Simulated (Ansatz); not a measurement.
**Ta2Si: how the energy converges with the cutoff**

Ta2Si, I4/mcm, a = 6.176 Å, c = 5.047 Å. The structure is a Materials Project entry; whether it is the stable form wasn't checked. Ansatz: r2SCAN, PAW, cutoff varied, Γ-centred 10×10×10 mesh on 6 atoms, Gaussian smearing 0.10 eV; no spin polarisation. Single points at one geometry, the cutoff alone changed; ΔE is the energy at zero smearing over the run at 850 eV. The runs up to 460 eV lie under the cutoff recommended for these PAW datasets.

```
cutoff (eV)  ΔE (meV/atom)
        150        6137.89
        200         911.10
        250         120.13
        300          24.64
        350          10.27
        380           6.84
        460           3.49
        500           2.87
        520           2.59
        600           1.50
        700              ?
```

Assume ΔE falls exponentially with the cutoff, fit y = ln ΔE against x, the cutoff in eV, to the other rows, and predict the missing value.

y = 8.722, 6.815, 4.789, 3.204, 2.329, 1.923, 1.250, 1.054, 0.952, 0.405. Means x = 371.0, y = 3.1443; Σ(Δx)² = 197490, ΣΔxΔy = -3450; the slope is their ratio. y = 9.625 − 0.01747 x, a factor of ten per 132 eV. At 700 eV this gives ΔE = 0.07 meV/atom. The run gave 0.48, a ratio of 0.15. Between neighbouring rows the decay runs from a factor of ten per 57 eV to one per 471 eV, so one exponential is only a rough guide.